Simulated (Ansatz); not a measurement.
Here is an Ansatz 0.2.0 calculation.

input.yaml

```yaml
crystal:
  lattice:
    - [0.0, 3.018, 3.018]
    - [3.018, 0.0, 3.018]
    - [3.018, 3.018, 0.0]
  atoms:
    - { symbol: In, position: [0.0, 0.0, 0.0] }
    - { symbol: As, position: [0.75, 0.75, 0.75] }
hamiltonian:
  xc: pbe
  pseudopotentials: { kind: paw }
kpoints:
  mp_grid: { grid: [8, 8, 8] }
scf:
  occupations: { method: gaussian, width: 0.1 }
output:
  forces: true
  stress: true
  eigenvalues: true
```

Potentials or basis: Ansatz PAW.

Command:

```sh
$ ansatz run input.yaml --threads 2 --pin off --max-ram 5632MiB --backend cpu --events-out ev --progress --plain --runs-dir out
```

Question: Predict the band gap on the k mesh.

Answer: None (metal or under the smearing width).

Question: Estimate the pressure.

Answer: 4.3 GPa.

Caveat: this crystal is a semiconductor, whose small gap the functional closes, so the metal is an error of the method.

**Measured values to compare with.**

A printed reference work, data compilation reports, for a bulk crystal of InAs at 4.2 K: band gap 0.418 eV (direct).

Against the measured gap of InAs, 0.418 eV (direct; 4.2 K; a printed reference work, data compilation), the calculated 0.00 eV is off by -0.42 eV. Spin-orbit coupling on As, In is left out. The value is that of PBE on a finite k mesh, which can miss the band edges, without temperature or zero-point motion. Semilocal functionals fall short of measured gaps as a rule.
